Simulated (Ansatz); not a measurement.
Ga: pressure and energy above lowest point against volume per atom

All results are calculated (Ansatz 0.2.0 development build). Equation of state of a cubic crystal from periodic Kohn-Sham density functional theory without spin; pressure corrected for the finite basis.

Cell of the first row (space group Pm-3m, No. 221):
```
cell vectors (Å)
   2.6647     0.0000     0.0000
   0.0000     2.6647     0.0000
   0.0000     0.0000     2.6647
atoms (fractions of the cell vectors)
Ga  0.00000  0.00000  0.00000
```

Settings of every row: formula Ga; structure type simple cubic; functional PBE; spin treatment none; k mesh 14x14x14; occupation method fermi-dirac; occupation width 0.061225619 eV; wave cutoff 420 eV; datasets soft-1 PAW; density cutoff ratio 4.

Limits: a cubic model structure, not a phase known at ambient conditions; modest k-mesh, values are not fully converged in k.

| row | volume per atom (Å³) | pressure (GPa) | energy above lowest point (meV/atom) |
| --- | --- | --- | --- |
| 1 | 18.92 | 3.183 | 11.43 |
| 2 | 19.323 | 2.017 | 4.93 |
| 3 | 19.725 | ? | ? |
| 4 | 20.128 | -0.005 | 0 |
| 5 | 20.53 | -0.886 | 1.14 |
| 6 | 20.933 | -1.669 | 4.37 |
| 7 | 21.335 | -2.367 | 9.45 |

Question: what pressure and energy above lowest point should row 3 give?

Worked fit of pressure. Take u = (V_r/V)^(2/3) − 1 with V_r = 20.329 Å³ an atom, which is twice the finite (Eulerian) strain; such expansions in the strain, on which the Birch-Murnaghan equation of state is built, carry the rest volume and the bulk modulus. The shown rows have u = 0.04905, 0.03441, 0.00665, -0.00654, -0.01933, -0.03169. Least squares give pressure = −0.4559 + 65.863 × u + 171.04 × u² GPa; a straight line predicts inner rows, each left out in turn, worse (root mean square 0.11 against 0.0082 GPa). The rows lie off it by -0.003, 0.004, 0.005, -0.007, -0.004, 0.004 (root mean square 0.0047 GPa). The pressure vanishes at u = 0.0068, or V = 20.12 Å³ an atom, and there the bulk modulus at fixed shape and fractions is B = −V dP/dV = (2/3)(1 + u) dP/du = 45.8 GPa. The withheld row has u = 0.02031, so the fit gives −0.4559 + 65.863 × (0.02031) + 171.04 × (0.02031)² = 0.952 GPa.

The calculation gave 0.969 GPa. The fit lies 0.017 GPa (1.8 % of the value, 0.31 % of the column's range) below it; its largest miss of a shown row is 0.007 GPa.

Worked fit of energy above lowest point. Take u = (V_r/V)^(2/3) − 1 with V_r = 20.329 Å³ an atom, which is twice the finite (Eulerian) strain; such expansions in the strain, on which the Birch-Murnaghan equation of state is built, carry the rest volume and the bulk modulus. The shown rows have u = 0.04905, 0.03441, 0.00665, -0.00654, -0.01933, -0.03169. Least squares give energy above lowest point = 0.308 − 86.17 × u + 6385.4 × u² meV/atom; a straight line predicts inner rows, each left out in turn, worse (root mean square 4 against 0.027 meV/atom). The rows lie off it by -0.01, 0.03, -0.02, 0.00, 0.01, 0.00. Its lowest point lies at u = 0.0067, or V = 20.12 Å³ an atom, and the curvature there gives the bulk modulus at fixed shape and fractions, B = (4/9)(1 + u)² E″(u)/V = 45.8 GPa. The withheld row has u = 0.02031, so the fit gives 0.308 − 86.17 × (0.02031) + 6385.4 × (0.02031)² = 1.19 meV/atom.

The calculation gave 1.19 meV/atom. The fit meets it to the printed digit.
